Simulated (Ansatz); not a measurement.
**How fast does N move in C?**

Method: DFT PBE, scalar-relativistic, plane waves, PAW (Ansatz 0.2.0). (420 eV cutoff, 4×4×3 k-mesh, Gaussian smearing of 0.10 eV, no spin polarisation)

Host crystal, relaxed:

```
C
1.0
     2.46653    0.00000    0.00000
    -1.23327    2.13608    0.00000
     0.00000    0.00000    8.46545
C
4
Cartesian
  0.0000 0.0000 2.1164
  0.0000 0.0000 6.3491
  0.0000 1.4241 2.1164
  1.2333 0.7120 6.3491
```

In a supercell of 28 host sites, N trades places with a neighbouring C vacancy, moving 1.63 Å. Climbing-image nudged elastic band at fixed cell; the order of the saddle wasn't checked, and the small cell leaves errors of about a tenth of an eV.

A cell with an odd number of electrons and no spin polarisation is a metal by construction and may be lower with spin.

| image | path (Å) | E − E(0) (eV) |
| --- | --- | --- |
| 0 | 0.00 | 0.000 |
| 1 | 0.35 | 0.533 |
| 2 | 0.71 | 2.803 |
| 3 | 1.06 | 4.040 |
| 4 | 1.41 | 2.811 |
| 5 | 1.77 | 0.547 |
| 6 | 2.12 | 0.004 |

Q: What are the barriers forward and back, and what attempt frequency does the shape suggest?

A: Forward 4.04 eV, back 4.04 eV, the ends being level. For a sinusoidal profile E_b sin²(πx/l), with the N atom alone moving, ν = (1/l)√(E_b/2m) = 2.3×10¹³ s⁻¹, within an order of magnitude of the customary 10¹³ s⁻¹; a true prefactor needs the vibrations at the minimum and at the saddle.

Q: With ν = 10¹³ s⁻¹, how often does the exchange happen at 300, 600 and 1000 K once atom and vacancy are neighbours, taking the host as solid throughout? Does that give the diffusivity?

A: k = ν exp(−E_b/k_BT):
| T (K) | k (1/s) | wait (s) |
| --- | --- | --- |
| 300 | 1.4×10⁻⁵⁵ | 7.3×10⁵⁴ |
| 600 | 1.2×10⁻²¹ | 8.6×10²⁰ |
| 1000 | 4.4×10⁻⁸ | 2.3×10⁷ |

No. The atom can jump only when a vacancy is beside it, so where vacancies are thermal the activation energy of diffusion adds the vacancy's formation energy less any binding to N; where doping, quenching or off-stoichiometry fixes their number, it doesn't. And repeated exchanges only swap the two back and forth: N gets on when the vacancy moves round it by other jumps, which the correlation factor counts. An error of 0.1 eV in the barrier changes k by a factor of 48 at 300 K and 3.2 at 1000 K.

Cost: 1 run of about 49 core-minutes, on Arm Neoverse V1 (shared hosts).